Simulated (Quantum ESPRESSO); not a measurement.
Bi in Quantum ESPRESSO: the effect of functional

Crystal: Bi.

```xyz
1
Lattice="-1.9814 1.9814 1.9814 1.9814 -1.9814 1.9814 1.9814 1.9814 -1.9814" Properties=species:S:1:pos:R:3 pbc="T T T"
Bi    0.0000    0.0000    0.0000
```

This isn't the form of Bi at room conditions, which is rhombohedral.

Alike in all runs:

- Program: Quantum ESPRESSO 7.5
- Task: phonon dispersion
- k mesh: 10 × 10 × 10
- Occupations: cold, width 0.2 eV
- Spin: no spin polarisation

Each run relaxes the cell or the atoms first.

```tsv
functional	potentials or basis	cutoff	relaxed volume (Å³/atom)	highest phonon frequency (cm⁻¹)
LDA	PseudoDojo 0.4.1 SR LDA standard	952 eV	?	?
PBE	PseudoDojo 0.4.1 SR PBE standard	898 eV	31.63	60
PBEsol	PseudoDojo 0.4.1 SR PBEsol standard	898 eV	30.13	69
```

What does the run with functional LDA give?

Relaxed volume 29.45 Å³/atom; highest phonon frequency 70 cm⁻¹.

Caveats: some modes are imaginary.
